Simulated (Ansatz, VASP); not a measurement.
Two plane-wave programs on Cu

```
Cu
1.0
     0.00000    1.80750    1.66290
     1.80750    0.00000    1.66290
     1.80750    1.80750    0.00000
Cu
1
Direct
  0.00000 0.00000 0.00000
```

Change from the starting cell: strain +0.000 along x and y, -0.080 along z, atoms carried along.

Alike in both runs: task single point; functional PBEsol; k mesh 22 × 22 × 22; occupations gaussian, width 0.15 eV; no spin polarisation.

```csv
,VASP,Ansatz
version,VASP 6.6.1,Ansatz 0.2.0
potentials or method,"VASP PAW PBE potentials, release 64 (Cu)","scalar-relativistic, plane waves, PAW"
plane-wave cutoff (eV),520,420
valence electrons in the cell,11,19
```

Ansatz gave:

* gap on the k mesh at the Fermi level (eV): none
* pressure (GPa): 7.7
* largest component of the traceless stress (GPa): 2.80

Problem. What did VASP give for the same quantities?

Solution. gap on the k mesh at the Fermi level (eV): none; pressure (GPa): 8.5; largest component of the traceless stress (GPa): 2.78.

A gap of «none» marks a metal or a gap that the smearing closes. The two sets of potentials don't hold the same shells in valence.

Caveats: the PAW data sets were made with another functional, which shifts forces and pressure a little (VASP).
